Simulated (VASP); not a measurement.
Wanted: the native input for a VASP 6.6.1 run.

| Property | Result |
| --- | --- |
| Task | relaxation of cell and atoms |
| Functional | PBE |
| Potentials or basis | VASP PAW PBE potentials, release 64 (W_sv, S) |
| Cutoff | 600 eV |
| k mesh | 12 × 12 × 3 |
| Occupations | gaussian, width 0.03 eV |
| Spin | no spin polarisation |
| Further INCAR settings | ALGO = Normal; EDIFF = 1e-06; IBRION = 2; EDIFFG = -0.01; NSW = 90; ISIF = 3 |

The structure of WS2 lies in POSCAR:

```
WS2
1.0
    3.1800000000      0.0000000000      0.0000000000
   -1.5900000000      2.7539607800      0.0000000000
    0.0000000000      0.0000000000     12.5000000000
W S
2 4
Direct
    0.3333333300      0.6666666700      0.2500000000
    0.6666666700      0.3333333300      0.7500000000
    0.3333333300      0.6666666700      0.6250000000
    0.6666666700      0.3333333300      0.1250000000
    0.3333333300      0.6666666700      0.8750000000
    0.6666666700      0.3333333300      0.3750000000
```

The input as run:

INCAR

```
SYSTEM = WS2
PREC = Accurate
ENCUT = 600
EDIFF = 1E-6
ISMEAR = 0
SIGMA = 0.03
LREAL = .False.
LASPH = .True.
NELM = 80
ALGO = Normal
ISIF = 3
LWAVE = .False.
LCHARG = .False.
GGA = PE
IBRION = 2
NSW = 90
EDIFFG = -0.01
KPAR = 2
```

KPOINTS

```
regular mesh
0
Gamma
  12 12 3
  0 0 0
```

Potentials or basis: VASP PAW PBE potentials, release 64 (W_sv, S).

Command:

```bash
$ cat potpaw_PBE.64/W_sv/POTCAR potpaw_PBE.64/S/POTCAR > POTCAR
$ mpirun -np 2 vasp_std > vasp.out
```

It gave:

```
Relaxed volume                         : 20.65 Å³/atom
Relaxed cell                           : a = 3.189 Å, b = 3.189 Å, c = 14.073 Å, α = 90.00°, β = 90.00°, γ = 120.00°
Space group after relaxing (to 0.05 Å) : P6_3/mmc (No. 194)
Energy gained by relaxing              : 12.7 meV/atom
Ionic steps                            : 13
Pressure after relaxing                : 0.0 GPa
Largest force after relaxing           : 0.004 eV/Å
Band gap on the k mesh                 : 1.53 eV, indirect (least direct gap 1.79 eV)
```

Caveat: spin-orbit coupling is left out, which moves the levels of the heavy elements; an odd mesh through Γ misses points on the zone boundary, where band edges often lie; this functional lacks dispersion, which binds the layers, so the pressure and a relaxed spacing across them are unreliable; the volume moved by +13 % from the deposited cell, more than functionals usually miss.

It took 5.6 min on 2 MPI ranks on Intel(R) Xeon(R) 6975P-C (Granite Rapids), with other jobs on the host, peak memory 0.35 GiB a rank.
